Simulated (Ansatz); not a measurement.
Here is an Ansatz 0.2.0 calculation.

The input input.yaml:

```yaml
crystal:
  lattice:
    - [1.488052925, -2.59468961, 0.0]
    - [1.488052925, 2.59468961, 0.0]
    - [0.0, 0.0, 4.72759579]
  atoms:
    - { symbol: Ge, position: [0.33344663, 0.66655337, 0.25] }
    - { symbol: Ge, position: [0.66655337, 0.33344663, 0.75] }
hamiltonian:
  xc: pbe
  pseudopotentials: { kind: paw }
  dispersion: d3bj
kpoints:
  mp_grid: { grid: [10, 10, 6] }
scf:
  occupations: { method: fermi_dirac, width: 0.05 }
output:
  forces: true
  stress: true
  eigenvalues: true
  write_density: true
  write_potential: true
  elf: true
  volumetric_format: npy
relax:
  f_tol: 0.01
  max_steps: 40
  cell: { stress_tol: 0.05 }
```

Potentials or basis: Ansatz PAW.

The run is started by

```console
$ ansatz run input.yaml --threads 2 --pin off --max-ram 5632MiB --backend cpu --events-out ev --progress --plain --runs-dir out
```

Q: Estimate the relaxed cell.

A: a = 2.858 Å, b = 2.858 Å, c = 5.235 Å, α = 90.00°, β = 90.00°, γ = 120.00°.

Q: Predict the band gap on the k mesh.

A: None (metal or under the smearing width).

Q: Estimate the space group after relaxing (to 0.05 Å).

A: P6/mmm (No. 191).

The path:
```
step  energy change (eV)  largest force (eV/Å)  volume (Å³)
   1              0.0000                0.0007        36.51
   2             -0.0059                0.0038        37.23
   3             -0.0066                0.0050        36.97
   4             -0.0068                0.0057        36.94
   5             -0.0068                0.0076        36.89
   6             -0.0070                0.0065        36.90
   7             -0.0071                0.0056        36.90
   8             -0.0084                0.0237        36.86
   9             -0.0383                0.0852        36.74
  10             -0.0937                0.1006        36.78
  11             -0.1298                0.0520        36.99
  12             -0.1342                0.0004        37.70
  13             -0.1409                0.0001        37.38
  14             -0.1417                0.0001        37.21
  15             -0.1424                0.0003        37.00
  16             -0.1437                0.0005        37.05
  17             -0.1442                0.0002        36.98
  18             -0.1443                0.0002        36.96
  19             -0.1444                0.0001        36.98
  20             -0.1460                0.0000        36.98
  21             -0.1460                0.0000        37.03
  22             -0.1460                0.0000        37.03
```

Caveat: the plane-wave basis is chosen anew once the cell has moved, so the energies of steps on either side of that aren't comparable; pairwise dispersion overbinds metals, which lowers pressure and volume.
